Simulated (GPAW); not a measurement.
A run of GPAW 26.7.0 is set up as follows.

run.py

```python
from ase import Atoms
from ase.dft.bandgap import bandgap
from ase.io import write
from ase.units import GPa
from gpaw import GPAW, PW

atoms = Atoms(['W', 'W', 'S', 'S', 'S', 'S'],
              cell=[[3.1832085602, 0.0, 0.0],
                    [-1.5916042801, 2.7567394786, 0.0],
                    [0.0, 0.0, 23.66876325]],
              scaled_positions=[[0.6666666667, 0.3333333333, 0.36268246],
                                [0.3333333333, 0.6666666667, 0.63731754],
                                [0.6666666667, 0.3333333333, 0.70318389],
                                [0.3333333333, 0.6666666667, 0.42855817],
                                [0.6666666667, 0.3333333333, 0.57144183],
                                [0.3333333333, 0.6666666667, 0.29681611]],
              pbc=True)

calc = GPAW(mode=PW(600),
            xc='LDA',
            kpts={'size': (6, 6, 1), 'gamma': True},
            occupations={'name': 'fermi-dirac', 'width': 0.05},
            nbands=46,
            convergence={'density': 1e-05, 'energy': 1e-05},
            maxiter=150,
            txt='gpaw.txt')
atoms.calc = calc
energy = atoms.get_potential_energy()
forces = atoms.get_forces()
stress = atoms.get_stress()
calc.write('gs.gpw')
write('result.traj', atoms)
print(f'Energy: {energy:.6f} eV')
print('Forces (eV/A):')
print(forces.round(4))
print('Stress (GPa):', (stress / GPa).round(3))
print('Fermi level:', round(calc.get_fermi_level(), 4), 'eV')
print(f'Gap: {bandgap(calc)[0]:.4f} eV, direct: {bandgap(calc, direct=True)[0]:.4f} eV')

path = atoms.cell.bandpath('GMKGALHA,LM,KH', npoints=61, eps=1e-4)
bs_calc = calc.fixed_density(kpts=path, symmetry='off', nbands=79,
                             convergence={'bands': 'CBM+6.0', 'eigenstates': 1e-6}, txt='bands.txt')
bs = bs_calc.band_structure()
bs.write('bs.json')
print(f'Gap on the path: {bandgap(bs_calc)[0]:.4f} eV')
```

Potentials or basis: the program's PAW data sets (release 1.2.1) made for this functional, pw.

Run with:

```console
$ OMP_NUM_THREADS=1 python run.py
```

Question: Estimate the largest force.

Answer: 0.438 eV/Å.

Question: Estimate the band gap on the k mesh.

Answer: 1.43 eV, indirect (least direct gap 1.75 eV).

Question: Estimate the band gap along the path.

Answer: 1.43 eV, indirect (least direct gap 1.75 eV).

Stress tensor (GPa, compression positive):
```
-3.67  0.00  0.00
 0.00 -3.67  0.00
 0.00  0.00 -2.37
```

Caveat: spin-orbit coupling is left out, which moves the levels of the heavy elements. A hybrid or GW would open this gap; LDA tends to underestimate it.
